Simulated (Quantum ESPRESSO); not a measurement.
Pb: phonon spectrum and thermodynamics under several settings

```xyz
1
Lattice="0.0000 2.4750 2.4750 2.4750 0.0000 2.4750 2.4750 2.4750 0.0000" Properties=species:S:1:pos:R:3 pbc="T T T"
Pb    0.0000    0.0000    0.0000
```

All runs used Quantum ESPRESSO 7.5; k mesh 8 × 8 × 8; relaxed cell; no spin polarisation; cutoff 762 eV; occupations cold, width 0.2 eV; q mesh 2 × 2 × 2.

```csv
level,potentials,volume (Å³/atom),highest frequency (cm⁻¹),zero-point energy (meV/atom),entropy at room temperature (k_B/atom)
LDA,PseudoDojo 0.4.1 SR LDA standard,?,?,?,?
PBE,PseudoDojo 0.4.1 SR PBE standard,31.91,68,8.2,7.78
PBEsol,PseudoDojo 0.4.1 SR PBEsol standard,30.09,74,9.4,7.38
```

What stands in the row left open?

Volume 29.13 Å³/atom; highest frequency 77 cm⁻¹; zero-point energy 9.6 meV/atom; entropy at room temperature 7.33 k_B/atom.

Caveats: the mesh is thin for the phonons of a metal.

For the row left open. Caveat: the mesh is thin for the phonons of a metal; the q mesh is small, so phonon branches between its points and thermal values are rough.
